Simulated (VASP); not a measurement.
CoSi, 8 atoms in the cell. Symmetry: P2_13, No. 198, cubic system. The conventional cell has a = 4.438 Å, b = 4.438 Å, c = 4.438 Å, α = 90.00°, β = 90.00°, γ = 90.00°. Around Co (site symmetry 3) lie 7 Si at 2.28 to 2.47 Å. Around Si (site symmetry 3) lie 7 Co at 2.28 to 2.47 Å. 

```yaml
Program: VASP 6.6.1
Task: relaxation of cell and atoms
Functional: RPBE
Dispersion: D3
Potentials_or_basis: VASP PAW PBE potentials, release 64 (Co, Si)
Cutoff: 600 eV
k_mesh: 6 × 6 × 6
Occupations: fermi-dirac, width 0.05 eV
Spin: collinear spin, ferromagnetic start
Starting_moments: "[2.0, 2.0, 2.0, 2.0, 0.0, 0.0, 0.0, 0.0] μB"
Further_INCAR_settings: ALGO = Fast; EDIFF = 1e-07; IBRION = 2; EDIFFG = -0.01; NSW = 40; ISIF = 3
```

Potentials or basis: VASP PAW PBE potentials, release 64 (Co, Si).

Run with:

```sh
$ cat potpaw_PBE.64/Co/POTCAR potpaw_PBE.64/Si/POTCAR > POTCAR
$ mpirun -np 1 vasp_std > vasp.out
```

Hardware: 1 thread of Intel(R) Xeon(R) Platinum 8488C (Sapphire Rapids) (shared host).

Question: How long does it take, and how much memory?

Answer: Wall time 16 min on 1 thread of Intel(R) Xeon(R) Platinum 8488C (Sapphire Rapids), on a shared host, peak memory 0.34 GiB. Counts: scf iterations 118, k points 24, ion steps 12.
